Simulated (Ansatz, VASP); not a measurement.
**TiC in VASP and in Ansatz**

The input INCAR:

```
PREC     = Accurate       # precision mode
ENCUT    = 600            # plane-wave cutoff, eV
EDIFF    = 1E-6           # SCF threshold, eV
ISMEAR   = -1             # smearing method
SIGMA    = 0.1            # smearing width, eV
LREAL    = F              # projectors in reciprocal space
LASPH    = T              # aspherical terms in the spheres
NELM     = 100            # most SCF steps
ALGO     = Normal         # electronic algorithm
ISIF     = 3              # what is computed and relaxed
LWAVE    = F              # write WAVECAR
LCHARG   = F              # write CHGCAR
GGA      = PE             # functional
IVDW     = 13             # dispersion correction
IBRION   = 2              # ionic algorithm
NSW      = 80             # ionic steps
EDIFFG   = -0.01          # ionic threshold
```

KPOINTS

```
regular mesh
0
Gamma
  9 9 9
```

File POSCAR:

```
TiC
1.0
    3.0537110000      0.0000000000      0.0000000000
    1.5268555000      2.6445913018      0.0000000000
    1.5268555000      0.8815304339      2.4933445906
Ti C
1 1
Direct
    0.0000000000      0.0000000000      0.0000000000
    0.5000000000      0.5000000000      0.5000000000
```

Input for Ansatz:

```yaml
crystal:
  lattice:
    - [3.053711, 0.0, 0.0]
    - [1.5268555000000004, 2.6445913018159817, 0.0]
    - [1.5268555000000004, 0.8815304339386607, 2.493344590641387]
  atoms:
    - { symbol: Ti, position: [0.0, 0.0, 0.0] }
    - { symbol: C, position: [0.49999999999999983, 0.5, 0.5] }
kpoints:
  mp_grid:
    grid: [9, 9, 9]
    shift: [0.0, 0.0, 0.0]
hamiltonian:
  xc: pbe
  dispersion: d4
  pseudopotentials:
    kind: nc
scf:
  algorithm: direct_min
  mixing:
    algorithm: anderson
  occupations:
    method: fermi_dirac
relax:
  cell:
    stress_tol: 0.05
```

Alike in both runs: task relaxation of cell and atoms; functional PBE; dispersion D4; k mesh 9 × 9 × 9; no spin polarisation.

```csv
,VASP,Ansatz
version,VASP 6.6.1,Ansatz 0.2.0
potentials or method,"VASP PAW PBE potentials, release 64 (Ti_sv, C)","plane waves, norm-conserving potentials"
plane-wave cutoff (eV),600,1155
occupations,"fermi-dirac, width 0.1 eV",fermi-dirac
valence electrons in the cell,16,16
```

|  | VASP | Ansatz | Ansatz less VASP |
| --- | --- | --- | --- |
| gap on the k mesh at the Fermi level, each at its own relaxed structure (eV) | none | none | - |
| relaxed volume (Å³/atom) | 9.98 | 9.98 | -0.005 |
| relaxed cell length with the largest relative difference (Å) | 3.045 | 3.044 | -0.0005 |

A gap of «none» marks a metal or a gap that the smearing closes.

Caveats: pairwise dispersion overbinds metals, which lowers pressure and volume.
